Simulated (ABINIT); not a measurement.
# Hf (P-1) in ABINIT: reference runs

How does Hf come out in PBE? The cell is run as given.

Program: ABINIT 10.8.3 (patched build). These are calculated values, not measurements. Logs are shortened: lines on timing, memory, paths and dates and some standing lists are left out, and cuts for length are marked. The log counts tension as positive stress, the text compression.

## Step 1: Starting point

The typed cell holds 2 atoms: a = 3.610 Å, b = 3.610 Å, c = 3.610 Å, α = 90.00°, β = 90.00°, γ = 90.00°.

This isn't the form of Hf at room conditions, which is hcp.

## Step 2: Single point, PBE

Input file run.abi:

```
# Pseudopotentials
pp_dirpath "./"
pseudos "Hf.GGA_PBE-JTH.xml"

# Structure
acell 6.8219113099 6.8219113099 6.8219113099
rprim
     0.0000000000    -1.0000000000     0.0000000000
    -1.0000000000     0.0000000000     0.0000000000
     0.0000000000     0.0000000000    -1.0000000000
ntypat 1
znucl 72
natom 2
typat 1 1
xcart
    -3.4157622372    -3.7488007161    -3.8431811769
    -6.8171047276    -6.4840662487    -6.3896857879
chkprim 0
chksymtnons 0
tolsym 1.0e-6

# Plane-wave basis
ecut 517.016339 eV
pawecutdg 38.0
pawxcdev 0

# k points
kptopt 1
ngkpt 7 7 7
nshiftk 1
shiftk 0.0 0.0 0.0

# Exchange and correlation
ixc 11

# Bands and occupations
nband 16
occopt 3
tsmear 0.05 eV

# SCF cycle
nstep 100
tolvrs 1.0e-9

# Output
iomode 3
prtwf 0
prtden 0
prteig 0
prtebands 0
enunit 2
```

Potentials or basis: JTH PAW PBE v2.0.

Run with:

```
$ abinit run.abi > log 2>&1
```

run.abo:

```text
.Version 10.8.3 of ABINIT
 Symmetries : space group P-1 (#  2); Bravais aP (primitive triclinic)
================================================================================
 Values of the parameters that define the memory need of the present run
     intxc =       0    ionmov =       0      iscf =      17    lmnmax =      18
     lnmax =       6     mgfft =      30  mpssoang =       3    mqgrid =    3001
     natom =       2  nloc_mem =       2    nspden =       1   nspinor =       1
    nsppol =       1      nsym =       2    n1xccc =       1    ntypat =       1
    occopt =       3   xclevel =       2
       mpw =        1273          nfft =       27000          nkpt =         172
 PAW method is used; the additional fine FFT grid is defined by:
   mgfftf=        40    nfftf =     64000
================================================================================
================================================================================

--------------------------------------------------------------------------------
------------- Echo of variables that govern the present computation ------------
--------------------------------------------------------------------------------
 -outvars: echo values of preprocessed input variables --------
            acell      6.8219113099E+00  6.8219113099E+00  6.8219113099E+00 Bohr
              amu      1.78490000E+02
          chkprim           0
      chksymtnons           0
             ecut      1.90000000E+01 Hartree
           enunit           2
                       outvar_i_n : Printing only first  50 k-points.
              ixc          11
                       outvar_i_n : Printing only first  50 k-points.
         kptrlatt        7    0    0      0    7    0      0    0    7
          kptrlen      4.77533792E+01
            natom           2
            nband          16
            ngfft          30      30      30
          ngfftdg          40      40      40
             nkpt         172
            nstep         100
             nsym           2
           ntypat           1
                       prtocc : prtvol=0, do not print more k-points.
           occopt           3
        pawecutdg      3.80000000E+01 Hartree
         pawxcdev           0
           prtden           0
        prtebands           0
           prteig           0
            prtwf           0
            rprim      0.0000000000E+00 -1.0000000000E+00  0.0000000000E+00
                      -1.0000000000E+00  0.0000000000E+00  0.0000000000E+00
                       0.0000000000E+00  0.0000000000E+00 -1.0000000000E+00
          spgroup           2
           tolsym      1.00000000E-06
           tolvrs      1.00000000E-09
           tsmear      1.83746611E-03 Hartree
            typat      1  1
           useylm           1
                       outvars : Printing only first  50 k-points.
           xangst     -1.8075435326E+00 -1.9837799058E+00 -2.0337238948E+00
                      -3.6074564637E+00 -3.4312200905E+00 -3.3812761015E+00
            xcart     -3.4157622372E+00 -3.7488007161E+00 -3.8431811769E+00
[... 140 lines left out ...]

 cartesian forces (eV/Angstrom) at end:
    1      0.04731092625439     2.46180455547758     2.53011332541346
    2     -0.04731092625439    -2.46180455547758    -2.53011332541346
 frms,max,avg= 2.0383158E+00 2.5301133E+00   0.000E+00  0.000E+00  0.000E+00 e/A
 length scales=  6.821911309900  6.821911309900  6.821911309900 bohr
              =  3.609999997551  3.609999997551  3.609999997551 angstroms
 Fermi (or HOMO) energy (hartree) =  -0.07558   Average Vxc (hartree)=  -0.40809
 Eigenvalues (hartree) for nkpt= 172  k points:
 kpt#   1, nband= 16, wtk=  0.00292, kpt=  0.0000  0.0000  0.0000 (reduced coord)
  -2.34338   -2.33600   -1.20517   -1.20414   -1.18884   -1.17974   -1.17164   -1.16999
  -0.32220   -0.17218   -0.15007   -0.04901   -0.00613    0.00395    0.01001    0.07713
      occupation numbers for kpt#   1
   2.00000    2.00000    2.00000    2.00000    2.00000    2.00000    2.00000    2.00000
   2.00000    2.00000    2.00000    0.00000    0.00000    0.00000    0.00000    0.00000
 prteigrs : prtvol=0 or 1, do not print more k-points.

 Fermi (or HOMO) energy (eV) =  -2.05664   Average Vxc (eV)= -11.10477
 Eigenvalues (   eV  ) for nkpt= 172  k points:
 kpt#   1, nband= 16, wtk=  0.00292, kpt=  0.0000  0.0000  0.0000 (reduced coord)
 -63.76673  -63.56574  -32.79436  -32.76621  -32.34992  -32.10237  -31.88208  -31.83702
  -8.76741   -4.68532   -4.08357   -1.33350   -0.16683    0.10748    0.27240    2.09892
 prteigrs : prtvol=0 or 1, do not print more k-points.

--- !EnergyTerms
iteration_state     : {dtset: 1, }
comment             : Components of total free energy in Hartree
kinetic             :  1.08062734658927E+01
hartree             :  1.40990663423741E+01
xc                  : -1.80396686325432E+01
Ewald energy        : -7.56619536555843E+01
psp_core            :  1.40347670637517E+01
local_psp           : -5.21603093998565E+00
PAW spherical_terms : -4.00425553465252E+01
internal            : -1.00020101702620E+02
'-kT*entropy'       : -1.09301317083379E-03
total_energy        : -1.00021194715791E+02
total_energy_eV     : -2.72171536219585E+03
...

--- !EnergyTermsDC
iteration_state     : {dtset: 1, }
comment             : '"Double-counting" decomposition of free energy'
band_energy         : -2.47476215684149E+01
Ewald energy        : -7.56619536555843E+01
psp_core            :  1.40347670637517E+01
xc_dc               : -2.43249105002001E+01
PAW spherical_terms :  1.06796122374027E+01
internal            : -1.00020106423045E+02
'-kT*entropy'       : -1.09301317083379E-03
total_energy_dc     : -1.00021199436216E+02
total_energy_dc_eV  : -2.72171549064516E+03
...

--- !EnergyTermsWithPAWCore
iteration_state     : {dtset: 1, }
comment             : 'Components of total free energy, including PAW core contributions'
Total energy        : -3.01569225352348E+04
Total energy DC     : -3.01569225399552E+04
Total energy (eV)   : -8.20611667096402E+05
Total energy DC (eV): -8.20611667224852E+05
...

 Cartesian components of stress tensor (hartree/bohr^3)
  sigma(1 1)= -2.34637461E-04  sigma(3 2)= -2.51033076E-04
  sigma(2 2)=  1.99954958E-05  sigma(3 1)= -3.01327058E-06
  sigma(3 3)=  1.10210337E-04  sigma(2 1)= -2.01530910E-06

-Cartesian components of stress tensor (GPa)         [Pressure=  1.0242E+00 GPa]
- sigma(1 1)= -6.90327245E+00  sigma(3 2)= -7.38564807E+00
- sigma(2 2)=  5.88287797E-01  sigma(3 1)= -8.86534812E-02
- sigma(3 3)=  3.24250006E+00  sigma(2 1)= -5.92924409E-02

== END DATASET(S) ==============================================================
================================================================================

 -outvars: echo values of variables after computation  --------
            acell      6.8219113099E+00  6.8219113099E+00  6.8219113099E+00 Bohr
           etotal     -1.0002119944E+02
            fcart      9.2005103148E-04  4.7874476361E-02  4.9202870438E-02
                      -9.2005103148E-04 -4.7874476361E-02 -4.9202870438E-02
            rprim      0.0000000000E+00 -1.0000000000E+00  0.0000000000E+00
                      -1.0000000000E+00  0.0000000000E+00  0.0000000000E+00
                       0.0000000000E+00  0.0000000000E+00 -1.0000000000E+00
           strten     -2.3463746147E-04  1.9995495795E-05  1.1021033693E-04
                      -2.5103307561E-04 -3.0132705789E-06 -2.0153091030E-06
           xangst     -1.8075435326E+00 -1.9837799058E+00 -2.0337238948E+00
                      -3.6074564637E+00 -3.4312200905E+00 -3.3812761015E+00
             xred      5.4952351999E-01  5.0070458000E-01  5.6335842000E-01
                       9.5047648000E-01  9.9929542000E-01  9.3664158000E-01
 Calculation completed.
```

Wall time 99 s (1 thread of Arm Neoverse V1, shared host); peak memory 0.21 GiB.

Results:

- Free energy: -2721.7155 eV
- Pressure: 1.0 GPa
- Largest force: 3.530 eV/Å
- Band gap on the k mesh: none (metal or under the smearing width)
- Valence electrons inside the program's atomic spheres: Hf 9.54 (radii [1.2759] Å)

Forces on the atoms (eV/Å):
```
Hf   0.047  2.462  2.530
Hf  -0.047 -2.462 -2.530
```

Caveat: forces of over 1 eV/Å show positions far from the minimum, so gaps and moduli don't describe the material at rest.
